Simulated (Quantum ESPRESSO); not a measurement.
# Ir (Fm-3m) in Quantum ESPRESSO: further runs, part 2 of 2

Quantum ESPRESSO 7.5. The steps go on from the part before.

## (3) Hubbard U by linear response, PBE+U

Contents of pw.in:

```
&CONTROL
  calculation = 'scf'
  prefix = 'pwscf'
  outdir = './tmp'
  pseudo_dir = './pseudo'
  tprnfor = .true.
  tstress = .true.
  disk_io = 'low'
/
&SYSTEM
  ibrav = 0
  A = 2.7090675
  nat = 1
  ntyp = 1
  ecutwfc = 68
  nbnd = 18
  occupations = 'smearing'
  smearing = 'mv'
  degauss = 0.01469973
/
&ELECTRONS
  conv_thr = 2d-10
  electron_maxstep = 120
  mixing_beta = 0.3
/
ATOMIC_SPECIES
Ir   192.2170 Ir.upf
CELL_PARAMETERS alat
   0.0000000000    0.7071067812    0.7071067812
   0.7071067812    0.0000000000    0.7071067812
   0.7071067812    0.7071067812    0.0000000000
ATOMIC_POSITIONS alat
Ir     0.0000000000    0.0000000000    0.0000000000
K_POINTS automatic
10 10 10 0 0 0
HUBBARD {atomic}
U Ir-5d 6.0
```

Contents of scf2.in:

```
&CONTROL
  calculation = 'scf'
  prefix = 'pwscf'
  outdir = './tmp'
  pseudo_dir = './pseudo'
  tprnfor = .true.
  tstress = .true.
  disk_io = 'low'
/
&SYSTEM
  ibrav = 0
  A = 2.7090675
  nat = 1
  ntyp = 1
  ecutwfc = 68
  nbnd = 18
  occupations = 'smearing'
  smearing = 'mv'
  degauss = 0.01469973
/
&ELECTRONS
  conv_thr = 1d-13
  electron_maxstep = 120
  mixing_beta = 0.3
  startingpot = 'file'
  startingwfc = 'file'
/
ATOMIC_SPECIES
Ir   192.2170 Ir.upf
CELL_PARAMETERS alat
   0.0000000000    0.7071067812    0.7071067812
   0.7071067812    0.0000000000    0.7071067812
   0.7071067812    0.7071067812    0.0000000000
ATOMIC_POSITIONS alat
Ir     0.0000000000    0.0000000000    0.0000000000
K_POINTS automatic
10 10 10 0 0 0
HUBBARD {atomic}
U Ir-5d 6.0
```

Contents of hp.in:

```
&INPUTHP
  prefix = 'pwscf'
  outdir = './tmp'
  nq1 = 2
  nq2 = 2
  nq3 = 2
  conv_thr_chi = 1d-06
  niter_max = 80
  iverbosity = 1
  alpha_mix(1) = 0.15
/
```

Potentials or basis: PseudoDojo 0.4.1 SR PBE standard.

Run with:

```sh
$ OMP_NUM_THREADS=1 pw.x -in pw.in > pw.out
$ OMP_NUM_THREADS=1 pw.x -in scf2.in > scf2.out
$ OMP_NUM_THREADS=1 hp.x -in hp.in > hp.out
```

pw.out:

```text
This program is part of the open-source Quantum ESPRESSO suite
     for quantum simulation of materials; please cite
[... 9 lines left out ...]
     --------------------
     sticks:   dense  smooth     PW     G-vecs:    dense   smooth      PW
     Sum         499     499    163                 7239     7239    1363

     Using Slab Decomposition

     bravais-lattice index     =            0
     lattice parameter (alat)  =       5.1194  a.u.
     unit-cell volume          =      94.8727 (a.u.)^3
     number of atoms/cell      =            1
     number of atomic types    =            1
     number of electrons       =        17.00
     number of Kohn-Sham states=           18
     kinetic-energy cutoff     =      68.0000  Ry
     charge density cutoff     =     272.0000  Ry
     scf convergence threshold =      2.0E-10
     mixing beta               =       0.3000
     number of iterations used =            8  plain     mixing
     Exchange-correlation= PBE
                           (   1   4   3   4   0   0   0)
     Hubbard projectors: atomic
     Hubbard parameters of DFT+U (Dudarev formulation) in eV:
     U(Ir-5d) =  6.0000

     Internal variables: lda_plus_u =T, lda_plus_u_kind = 0

     Internal variables: orbital_resolved =F, hub_pot_fix =F, apply_U = F

     celldm(1)=   5.119396  celldm(2)=   0.000000  celldm(3)=   0.000000
     celldm(4)=   0.000000  celldm(5)=   0.000000  celldm(6)=   0.000000

     crystal axes: (cart. coord. in units of alat)
               a(1) = (   0.000000   0.707107   0.707107 )
               a(2) = (   0.707107   0.000000   0.707107 )
               a(3) = (   0.707107   0.707107   0.000000 )
[... 211 lines left out ...]
       0.000 -0.000  0.000  1.000  0.016
       0.725  0.006  0.689 -0.000 -0.000
     occupation matrix ns (before diag.):
       0.916 -0.000 -0.000  0.000  0.000
      -0.000  0.824 -0.000  0.000  0.000
      -0.000 -0.000  0.824  0.000  0.000
       0.000  0.000  0.000  0.916 -0.000
       0.000  0.000  0.000 -0.000  0.824

     Number of occupied Hubbard levels =    8.6112

          k = 0.0000 0.0000 0.0000 (   893 PWs)   bands (ev):

   -66.4551 -22.8964 -22.8964 -22.8964  14.9352  20.4486  20.4486  20.4486
    23.1259  23.1259  39.6727  45.2639  45.2639  45.2639  50.7434  60.1775
    60.1775  60.1775

          k = 0.0707 0.0707-0.0707 (   914 PWs)   bands (ev):
[... 175 lines left out ...]
   -66.4322 -23.6703 -23.2001 -23.2001  14.3388  16.1158  25.5096  26.5758
    26.5758  27.8066  36.8574  37.6508  37.6508  47.5131  51.4535  54.2643
    60.7692  62.1841

          k = 0.2828 0.1414 0.0000 (   899 PWs)   bands (ev):

   -66.4498 -23.2688 -23.0583 -22.9739  16.9310  18.8554  20.6291  21.9974
    22.3895  24.5785  41.4240  43.5631  45.4294  46.4975  50.9821  53.8709
    54.5174  58.5383

          k = 0.3536 0.2121-0.0707 (   893 PWs)   bands (ev):
[... 85 lines left out ...]
   -66.3801 -23.5637 -23.4162 -23.2772  16.3638  18.1791  20.5952  22.8771
    26.5811  33.9362  34.4352  36.2679  39.5658  50.5882  51.7697  53.0005
    59.2456  60.4079

     the Fermi energy is    24.8730 ev

!    total energy              =    -230.04820243 Ry
     estimated scf accuracy    <          2.1E-11 Ry
     smearing contrib. (-TS)   =       0.00016394 Ry
     internal energy E=F+TS    =    -230.04836636 Ry

     The total energy is F=E-TS. E is the sum of the following terms:
     one-electron contribution =     -32.84891850 Ry
     hartree contribution      =      29.37878991 Ry
     xc contribution           =     -43.82087116 Ry
     ewald contribution        =    -183.01657644 Ry
     Hubbard energy            =       0.25920984 Ry

     convergence has been achieved in   9 iterations

     Forces acting on atoms (cartesian axes, Ry/au):

     atom    1 type  1   force =     0.00000000    0.00000000    0.00000000

     Total force =     0.000000     Total SCF correction =     0.000000

     Computing stress (Cartesian axis) and pressure

          total   stress  (Ry/bohr**3)                   (kbar)     P=      -26.02
  -0.00017689   0.00000000   0.00000000          -26.02        0.00        0.00
   0.00000000  -0.00017689   0.00000000            0.00      -26.02        0.00
   0.00000000   0.00000000  -0.00017689            0.00        0.00      -26.02

=------------------------------------------------------------------------------=
   JOB DONE.
=------------------------------------------------------------------------------=
```

scf2.out:

```text
This program is part of the open-source Quantum ESPRESSO suite
     for quantum simulation of materials; please cite
[... 9 lines left out ...]
     --------------------
     sticks:   dense  smooth     PW     G-vecs:    dense   smooth      PW
     Sum         499     499    163                 7239     7239    1363
[... 517 lines left out ...]
  -0.00017676   0.00000000  -0.00000000          -26.00        0.00       -0.00
   0.00000000  -0.00017676   0.00000000            0.00      -26.00        0.00
  -0.00000000  -0.00000000  -0.00017676           -0.00       -0.00      -26.00

=------------------------------------------------------------------------------=
   JOB DONE.
=------------------------------------------------------------------------------=
```

hp.out:

```text
This program is part of the open-source Quantum ESPRESSO suite
     for quantum simulation of materials; please cite
         "P. Giannozzi et al., J. Phys.:Condens. Matter 21 395502 (2009);
         "P. Giannozzi et al., J. Phys.:Condens. Matter 29 465901 (2017);
         "P. Giannozzi et al., J. Chem. Phys. 152 154105 (2020);
     in publications or presentations arising from this work. More details at

[... 531 lines left out ...]

     PRINTING TIMING FROM HP ROUTINES:

     PRINTING TIMING FROM LR MODULE:

=------------------------------------------------------------------------------=
   JOB DONE.
=------------------------------------------------------------------------------=
```

It took 5.7 min on 1 thread of Arm Neoverse N1, shared host; peak memory 0.05 GiB.

Results:

```yaml
Free_energy: -3129.9652 eV
Pressure: -2.6 GPa
Band_gap_on_the_k_mesh: none (metal or under the smearing width)
Hubbard_U_from_linear_response: 4.93 eV
```

Eigenvalues of the final occupation matrices:
| site | spin | trace | eigenvalues |
| --- | --- | --- | --- |
| Ir 1 5d | each | 4.31 | 0.82 0.82 0.82 0.92 0.92 |

Hubbard U from linear response:
| site | manifold | U (eV) |
| --- | --- | --- |
| 1 | Ir-5d | 4.93 |
On the first site the bare response is -0.360 and the screened one -0.121 eV⁻¹.

Caveat: the computed U isn't converged in cell size; U without spin polarisation on a metal has little footing; the U is typed as a test and isn't derived for this compound. The run has no spin-orbit coupling, so splittings on Ir are missing.

## (4) Hubbard U by linear response, PBE+U

pw.in, as its differences from that of step 3:

```diff
@@ -36,2 +36,2 @@
 HUBBARD {atomic}
-U Ir-5d 6.0
+U Ir-5d 8.0
```

scf2.in, as its differences from that of step 3:

```diff
@@ -38,2 +38,2 @@
 HUBBARD {atomic}
-U Ir-5d 6.0
+U Ir-5d 8.0
```

hp.in is that of step 3.

Potentials or basis: PseudoDojo 0.4.1 SR PBE standard.

Run with:

```sh
$ OMP_NUM_THREADS=1 pw.x -in pw.in > pw.out
$ OMP_NUM_THREADS=1 pw.x -in scf2.in > scf2.out
$ OMP_NUM_THREADS=1 hp.x -in hp.in > hp.out
```

pw.out:

```text
This program is part of the open-source Quantum ESPRESSO suite
     for quantum simulation of materials; please cite
[... 9 lines left out ...]
     --------------------
     sticks:   dense  smooth     PW     G-vecs:    dense   smooth      PW
     Sum         499     499    163                 7239     7239    1363

     Using Slab Decomposition

     bravais-lattice index     =            0
     lattice parameter (alat)  =       5.1194  a.u.
     unit-cell volume          =      94.8727 (a.u.)^3
     number of atoms/cell      =            1
     number of atomic types    =            1
     number of electrons       =        17.00
     number of Kohn-Sham states=           18
     kinetic-energy cutoff     =      68.0000  Ry
     charge density cutoff     =     272.0000  Ry
     scf convergence threshold =      2.0E-10
     mixing beta               =       0.3000
     number of iterations used =            8  plain     mixing
     Exchange-correlation= PBE
                           (   1   4   3   4   0   0   0)
     Hubbard projectors: atomic
     Hubbard parameters of DFT+U (Dudarev formulation) in eV:
     U(Ir-5d) =  8.0000

     Internal variables: lda_plus_u =T, lda_plus_u_kind = 0

     Internal variables: orbital_resolved =F, hub_pot_fix =F, apply_U = F

     celldm(1)=   5.119396  celldm(2)=   0.000000  celldm(3)=   0.000000
     celldm(4)=   0.000000  celldm(5)=   0.000000  celldm(6)=   0.000000

     crystal axes: (cart. coord. in units of alat)
               a(1) = (   0.000000   0.707107   0.707107 )
               a(2) = (   0.707107   0.000000   0.707107 )
               a(3) = (   0.707107   0.707107   0.000000 )

     reciprocal axes: (cart. coord. in units 2 pi/alat)
               b(1) = ( -0.707107  0.707107  0.707107 )
               b(2) = (  0.707107 -0.707107  0.707107 )
               b(3) = (  0.707107  0.707107 -0.707107 )

     PseudoPot. # 1 for Ir read from file:
     Ir.upf
     Pseudo is Norm-conserving + core correction, Zval = 17.0
     Generated using ONCVPSP code by D. R. Hamann
     Using radial grid of 1310 points,  8 beta functions with:
                l(1) =   0
                l(2) =   0
                l(3) =   1
                l(4) =   1
                l(5) =   2
                l(6) =   2
                l(7) =   3
                l(8) =   3

     atomic species   valence    mass     pseudopotential
     Ir               17.00   192.21700     Ir( 1.00)

     48 Sym. Ops., with inversion, found

   Cartesian axes

     site n.     atom                  positions (alat units)
         1        Ir     tau(   1) = (   0.0000000   0.0000000   0.0000000  )

     number of k points=    47  Marzari-Vanderbilt smearing, width (Ry)=  0.0147
                       cart. coord. in units 2pi/alat
        k(    1) = (   0.0000000   0.0000000   0.0000000), wk =   0.0020000
        k(    2) = (   0.0707107   0.0707107  -0.0707107), wk =   0.0160000
        k(    3) = (   0.1414214   0.1414214  -0.1414214), wk =   0.0160000
        k(    4) = (   0.2121320   0.2121320  -0.2121320), wk =   0.0160000
        k(    5) = (   0.2828427   0.2828427  -0.2828427), wk =   0.0160000
        k(    6) = (  -0.3535534  -0.3535534   0.3535534), wk =   0.0080000
[... 39 lines left out ...]
        k(   46) = (  -0.0707107  -0.3535534   0.6363961), wk =   0.0480000
        k(   47) = (  -0.7071068   0.2828427   0.0000000), wk =   0.0240000

     Dense  grid:     7239 G-vectors     FFT dimensions: (  27,  27,  27)

     Initial potential from superposition of free atoms

     starting charge      16.9998, renormalised to      17.0000

     STARTING HUBBARD OCCUPATIONS:

     =================== HUBBARD OCCUPATIONS ===================
     ------------------------ ATOM    1 ------------------------
     Tr[ns(  1)] =   7.00000
     eigenvalues:
       0.700  0.700  0.700  0.700  0.700
     eigenvectors (columns):
       1.000  0.000  0.000  0.000  0.000
       0.000  1.000  0.000  0.000  0.000
       0.000  0.000  1.000  0.000  0.000
       0.000  0.000  0.000  1.000  0.000
       0.000  0.000  0.000  0.000  1.000
     occupation matrix ns (before diag.):
       0.700  0.000  0.000  0.000  0.000
       0.000  0.700  0.000  0.000  0.000
       0.000  0.000  0.700  0.000  0.000
       0.000  0.000  0.000  0.700  0.000
       0.000  0.000  0.000  0.000  0.700

     Number of occupied Hubbard levels =    7.0000

     Atomic wfc used for Hubbard projectors are NOT orthogonalized

     Starting wfcs are   10 randomized atomic wfcs +    8 random wfcs

     Self-consistent Calculation

     iteration #  1     ecut=    68.00 Ry     beta= 0.30
     Davidson diagonalization with overlap
     ethr =  1.00E-02,  avg # of iterations =  5.6

     =================== HUBBARD OCCUPATIONS ===================
     ------------------------ ATOM    1 ------------------------
     Tr[ns(  1)] =   8.56323
     eigenvalues:
       0.831  0.831  0.831  0.894  0.894
     eigenvectors (columns):
      -0.000 -0.000 -0.000  0.118 -0.993
      -0.244 -0.959 -0.143 -0.000  0.000
      -0.594  0.032  0.804 -0.000  0.000
       0.000  0.000  0.000 -0.993 -0.118
       0.767 -0.281  0.577  0.000 -0.000
     occupation matrix ns (before diag.):
       0.894 -0.000 -0.000  0.000  0.000
      -0.000  0.831 -0.000  0.000  0.000
      -0.000 -0.000  0.831  0.000  0.000
       0.000  0.000  0.000  0.894 -0.000
       0.000  0.000  0.000 -0.000  0.831

     Number of occupied Hubbard levels =    8.5632

     Threshold (ethr) on eigenvalues was too large:
     Diagonalizing with lowered threshold

     Davidson diagonalization with overlap
     ethr =  3.44E-05,  avg # of iterations =  3.8

     total energy              =    -229.95585112 Ry
     estimated scf accuracy    <       0.00576771 Ry

     iteration #  2     ecut=    68.00 Ry     beta= 0.30
     Davidson diagonalization with overlap
     ethr =  3.39E-05,  avg # of iterations =  1.0
[... 71 lines left out ...]
     total energy              =    -229.96284427 Ry
     estimated scf accuracy    <          2.2E-10 Ry

     iteration # 13     ecut=    68.00 Ry     beta= 0.30
     Davidson diagonalization with overlap
     ethr =  1.27E-12,  avg # of iterations =  2.1

     End of self-consistent calculation

     =================== HUBBARD OCCUPATIONS ===================
     ------------------------ ATOM    1 ------------------------
     Tr[ns(  1)] =   8.64437
     eigenvalues:
       0.824  0.824  0.824  0.925  0.925
     eigenvectors (columns):
      -0.000 -0.000 -0.000  0.115 -0.993
      -0.235 -0.967 -0.095 -0.000  0.000
      -0.603  0.068  0.795 -0.000  0.000
       0.000  0.000  0.000 -0.993 -0.115
       0.762 -0.244  0.600  0.000 -0.000
     occupation matrix ns (before diag.):
       0.925 -0.000 -0.000  0.000  0.000
      -0.000  0.824 -0.000  0.000  0.000
      -0.000 -0.000  0.824  0.000  0.000
       0.000  0.000  0.000  0.925 -0.000
       0.000  0.000  0.000 -0.000  0.824

     Number of occupied Hubbard levels =    8.6444

          k = 0.0000 0.0000 0.0000 (   893 PWs)   bands (ev):

   -66.3149 -22.7705 -22.7705 -22.7705  14.9403  19.8608  19.8608  19.8608
    22.4616  22.4616  39.6650  45.2659  45.2659  45.2659  50.7273  60.2187
    60.2187  60.2187

          k = 0.0707 0.0707-0.0707 (   914 PWs)   bands (ev):

   -66.3108 -22.8572 -22.7831 -22.7831  15.3490  19.6057  20.0772  20.0772
    22.3333  22.3333  40.4263  43.5601  46.0172  46.0172  52.7840  56.5893
    57.9563  57.9563
[... 163 lines left out ...]
          k = 0.0000-0.5657 0.5657 (   904 PWs)   bands (ev):

   -66.2753 -23.5129 -23.2936 -23.0434  14.2957  16.3477  22.2589  23.4331
    25.5669  32.4923  33.4076  38.1048  40.3358  47.8649  52.5705  53.6927
    56.1555  63.5103

          k =-0.7071 0.0000 0.0000 (   934 PWs)   bands (ev):

   -66.3181 -23.5492 -23.0760 -23.0760  12.9634  15.2499  24.9489  26.2178
    26.2178  27.8162  36.8971  37.6618  37.6618  47.5380  51.4974  54.2828
    60.7786  62.2038

          k = 0.2828 0.1414 0.0000 (   899 PWs)   bands (ev):

   -66.3208 -23.1469 -22.9406 -22.8507  16.6572  18.1816  19.9293  21.4828
    21.8179  24.1281  41.4320  43.5765  45.4409  46.5152  50.9942  53.8867
    54.5485  58.5719

          k = 0.3536 0.2121-0.0707 (   893 PWs)   bands (ev):

   -66.3324 -23.3437 -23.0259 -22.8899  16.6003  18.4936  19.1809  21.1921
    23.1337  26.1610  39.0103  42.8069  44.1246  47.0621  51.1286  54.1209
    55.4371  57.6174
[... 55 lines left out ...]
          k = 0.0000-0.4243 0.5657 (   905 PWs)   bands (ev):

   -66.2556 -23.4319 -23.4272 -23.0535  15.6839  17.6226  19.8784  22.1022
    25.2525  32.1039  35.3481  37.1679  41.6254  47.6164  51.8302  55.6056
    55.7092  61.6840

          k =-0.7071 0.1414 0.0000 (   904 PWs)   bands (ev):

   -66.2901 -23.5334 -23.1480 -23.1172  13.6969  15.8161  23.2884  24.0368
    26.2198  30.7413  35.3264  37.4062  39.0589  49.1489  50.9474  53.6592
    59.0568  62.6148

          k =-0.1414-0.4243 0.7071 (   896 PWs)   bands (ev):

   -66.2666 -23.4827 -23.2812 -23.0861  15.8746  17.6321  19.2014  22.4831
    25.2120  31.1160  36.2711  37.6753  41.2757  49.1158  50.0292  56.1550
    57.1930  59.4358

          k =-0.0707-0.3536 0.6364 (   902 PWs)   bands (ev):

   -66.2483 -23.4588 -23.3569 -23.1238  15.8545  18.1743  18.9388  21.9038
    25.7186  33.1572  34.2868  37.6086  40.4260  48.9485  51.2821  56.1877
    57.6885  59.2142

          k =-0.7071 0.2828 0.0000 (   896 PWs)   bands (ev):

   -66.2456 -23.4604 -23.3116 -23.1817  15.2028  17.4642  20.0442  22.2297
    26.2231  33.9482  34.4454  36.2888  39.6042  50.6131  51.7862  53.0146
    59.2589  60.4378

     the Fermi energy is    24.3755 ev

!    total energy              =    -229.96284427 Ry
     estimated scf accuracy    <          1.2E-11 Ry
     smearing contrib. (-TS)   =       0.00041553 Ry
     internal energy E=F+TS    =    -229.96325980 Ry

     The total energy is F=E-TS. E is the sum of the following terms:
     one-electron contribution =     -32.93872261 Ry
     hartree contribution      =      29.49610783 Ry
     xc contribution           =     -43.84142824 Ry
     ewald contribution        =    -183.01657644 Ry
     Hubbard energy            =       0.33735965 Ry

     convergence has been achieved in  13 iterations

     Forces acting on atoms (cartesian axes, Ry/au):

     atom    1 type  1   force =     0.00000000    0.00000000    0.00000000

     Total force =     0.000000     Total SCF correction =     0.000000

     Computing stress (Cartesian axis) and pressure

          total   stress  (Ry/bohr**3)                   (kbar)     P=      -63.40
  -0.00043097  -0.00000000  -0.00000000          -63.40       -0.00       -0.00
  -0.00000000  -0.00043097   0.00000000           -0.00      -63.40        0.00
  -0.00000000   0.00000000  -0.00043097           -0.00        0.00      -63.40

=------------------------------------------------------------------------------=
   JOB DONE.
=------------------------------------------------------------------------------=
```

Run time: 6 min. Hardware: 1 thread of Arm Neoverse N1, shared host; peak memory 0.05 GiB.

What came out:

```yaml
Free_energy: -3128.8039 eV
Pressure: -6.3 GPa
Band_gap_on_the_k_mesh: none (metal or under the smearing width)
Hubbard_U_from_linear_response: 5.05 eV
```

Levels at points of the mesh, in eV from the Fermi level:
```csv
k point,band 6,band 7,band 8,band 9,band 10,band 11
"(0.00, 0.00, 0.00)",-4.51,-4.51,-4.51,-1.91,-1.91,15.29
"(0.00, 0.00, -0.50)",-5.20,-5.20,0.97,0.97,0.97,9.19
"(0.00, -0.50, -0.50)",-9.13,0.57,1.84,1.84,3.44,12.52
```

Eigenvalues of the final occupation matrices:
| site | spin | trace | eigenvalues |
| --- | --- | --- | --- |
| Ir 1 5d | each | 4.32 | 0.82 0.82 0.82 0.92 0.92 |

Hubbard U from linear response:
```
site  manifold  U (eV)
   1     Ir-5d    5.05
```
On the first site the bare response is -0.337 and the screened one -0.117 eV⁻¹.

Caveat: the computed U isn't converged in cell size; U without spin polarisation on a metal has little footing; the U is typed as a test and isn't derived for this compound. Spin-orbit coupling is left out, which matters for the levels of Ir.

## (5) Overview

```tsv
U	gap on the mesh (eV)	pressure (GPa)
Ir d U = 4.0 eV	none	1.4
Ir d U = 6.0 eV	none	-2.6
Ir d U = 8.0 eV	none	-6.3
```

Alike in all rows: task Hubbard U by linear response; level PBE+U; potentials or basis PseudoDojo 0.4.1 SR PBE standard; no spin polarisation; cell as given; k mesh 10 × 10 × 10; cutoff (eV) 925; smearing cold 0.2 eV.

Every run on the cell as given and a fine mesh finds a metal.

Caveats: the computed U isn't converged in cell size; U without spin polarisation on a metal has little footing; the U is typed as a test and isn't derived for this compound.

Absolute energies hang on the potentials; compare differences alone.
